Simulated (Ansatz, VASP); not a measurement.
**Two plane-wave programs on Ga**

INCAR

```
ALGO     = Normal         # electronic algorithm
EDIFF    = 1E-6           # SCF threshold, eV
EDIFFG   = -0.005         # ionic threshold
ENCUT    = 600            # plane-wave cutoff, eV
GGA      = PE             # functional
IBRION   = 2              # ionic algorithm
ISIF     = 3              # what is computed and relaxed
ISMEAR   = -1             # smearing method
LASPH    = True           # aspherical terms in the spheres
LCHARG   = False          # write CHGCAR
LREAL    = False          # projectors in reciprocal space
LWAVE    = False          # write WAVECAR
NELM     = 80             # most SCF steps
NSW      = 100            # ionic steps
PREC     = Accurate       # precision mode
SIGMA    = 0.08           # smearing width, eV
```

The input KPOINTS:

```
k-points
0
Gamma
  16 16 16
```

Contents of POSCAR:

```
Ga
1.0
    2.5674517560      0.0000000000      0.0000000000
    0.0000000000      2.5674517560      0.0000000000
    0.0000000000      0.0000000000      2.5674517560
Ga
1
Direct
    0.0000000000      0.0000000000      0.0000000000
```

Input for Ansatz:

```yaml
crystal:
  lattice:
    - [2.567451756, 0.0, 0.0]
    - [0.0, 2.567451756, 0.0]
    - [0.0, 0.0, 2.567451756]
  atoms:
    - { symbol: Ga, position: [0.0, 0.0, 0.0] }
kpoints:
  mp_grid: { grid: [16, 16, 16] }
scf:
  occupations: { method: fermi_dirac, width: 0.08 }
hamiltonian:
  xc: pbe
  pseudopotentials: { kind: paw }
output:
  forces: true
  stress: true
relax:
  f_tol: 0.005
  max_steps: 80
  cell: {}
```

Alike in both runs: task relaxation of cell and atoms; functional PBE; k mesh 16 × 16 × 16; occupations fermi-dirac, width 0.08 eV; no spin polarisation.

|  | VASP | Ansatz |
| --- | --- | --- |
| version | VASP 6.6.1 | Ansatz 0.2.0 |
| potentials or method | VASP PAW PBE potentials, release 64 (Ga_d) | PAW with Ansatz's default frozen-core files, scalar-relativistic |
| plane-wave cutoff (eV) | 600 | 420 |
| valence electrons in the cell | 13 | 13 |

|  | VASP | Ansatz | Ansatz less VASP |
| --- | --- | --- | --- |
| relaxed volume (Å³/atom) | 20.11 | 20.06 | -0.049 |
| relaxed cell length with the largest relative difference (Å) | 2.720 | 2.717 | -0.0022 |
| energy change over the relaxation (meV/atom) | -106 | -103 | +2.6 |

Caveats: the volume moved by over 15 % at a fixed basis, so the end points are rough (VASP).
